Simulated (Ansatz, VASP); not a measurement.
# One calculation of Bi, two programs

The input INCAR:

```
SYSTEM = Bi
PREC     = Accurate       ! precision mode
ENCUT    = 520            ! plane-wave cutoff, eV
EDIFF    = 1E-6           ! SCF threshold, eV
ISMEAR   = 0              ! smearing method
SIGMA    = 0.1            ! smearing width, eV
LREAL    = .FALSE.        ! projectors in reciprocal space
LASPH    = .TRUE.         ! aspherical terms in the spheres
NELM     = 100            ! most SCF steps
ALGO     = Normal         ! electronic algorithm
ISIF     = 2              ! what is computed and relaxed
LWAVE    = .FALSE.        ! write WAVECAR
LCHARG   = .FALSE.        ! write CHGCAR
GGA      = PS             ! functional
NBANDS   = 22             ! bands
```

File KPOINTS:

```
Automatic mesh
0
G
  4 4 6
  0 0 0
```

POSCAR

```
Bi
1.0
    3.4885980000     -3.1325780000      0.0000000000
    3.4885980000      3.1325780000      0.0000000000
   -1.2602350000      0.0000000000      3.1135500000
Bi
2
Direct
    0.2469390000      0.2469390000      0.1426180000
    0.7530610000      0.7530610000      0.8573820000
```

Input for Ansatz:

```yaml
crystal:
  lattice:
    - [3.488598, -3.132578, 0.0]
    - [3.488598, 3.132578, 0.0]
    - [-1.260235, 0.0, 3.11355]
  atoms:
    - { symbol: Bi, position: [0.246939, 0.246939, 0.142618] }
    - { symbol: Bi, position: [0.753061, 0.753061, 0.857382] }
basis:
  ecutwfc: 420
kpoints:
  mp_grid: { grid: [4, 4, 6] }
hamiltonian:
  xc: pbesol
scf:
  occupations: { method: gaussian, width: 0.1 }
  lower_state_search: "off"
output:
  forces: true
  stress: true
  eigenvalues: true
```

Alike in both runs: task single point; functional PBEsol; k mesh 4 × 4 × 6; occupations gaussian, width 0.1 eV; no spin polarisation.

|  | VASP | Ansatz |
| --- | --- | --- |
| version | VASP 6.6.1 | Ansatz 0.2.0 |
| potentials or method | VASP PAW PBE potentials, release 64 (Bi_d) | scalar-relativistic, plane waves, PAW |
| plane-wave cutoff (eV) | 520 | 420 |
| valence electrons in the cell | 30 | 30 |

Ansatz gave:

```
gap on the k mesh at the Fermi level (eV)       : none
pressure (GPa)                                  : -2.6
largest component of the traceless stress (GPa) : 1.08
rms of the force components (eV/Å)              : 0.075
```

Which values does VASP return?

gap on the k mesh at the Fermi level (eV): none; pressure (GPa): -2.6; largest component of the traceless stress (GPa): 1.09; rms of the force components (eV/Å): 0.074.

Atom by atom the forces differ by 0.001 eV/Å (rms over components). A gap of «none» marks a metal or a gap that the smearing closes.

Caveats: the PAW data sets were made with another functional, which shifts forces and pressure a little (VASP); spin-orbit coupling is left out, which moves the levels of the heavy elements.
